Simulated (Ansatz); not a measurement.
Re:

```
Re
1.0
     2.76639    0.00000    0.00000
    -1.38319    2.39576    0.00000
     0.00000    0.00000    8.93885
Re
4
Direct
  0.66667 0.33333 0.75000
  0.00000 0.00000 0.50000
  0.33333 0.66667 0.25000
  0.00000 0.00000 0.00000
```

Base run:

| Item | Value |
| --- | --- |
| Program | Ansatz 0.2.0 |
| Functional | r2SCAN |
| Potentials or basis | Ansatz PAW |
| Cutoff | 500 eV (not typed: the program's choice for these potentials) |
| k mesh | 11 × 11 × 3 |
| Occupations | fermi-dirac, width 0.05 eV |
| Spin | no spin polarisation |

Its results: band gap on the k mesh none (metal or under the smearing width); pressure -3.2 GPa.

Question: The run is repeated on the same cell with these changes: functional from r2SCAN to PBEsol; cutoff from 500 eV (not typed: the program's choice for these potentials) to 420 eV (not typed: the program's choice for these potentials). What comes out?

Answer: Band gap on the k mesh none (metal or under the smearing width); pressure -6.8 GPa.

Caveats: spin-orbit coupling is left out, which moves the levels of the heavy elements; the PAW data sets come from PBE, with cores solved anew for the run's functional, which leaves a small shift of forces and pressure.
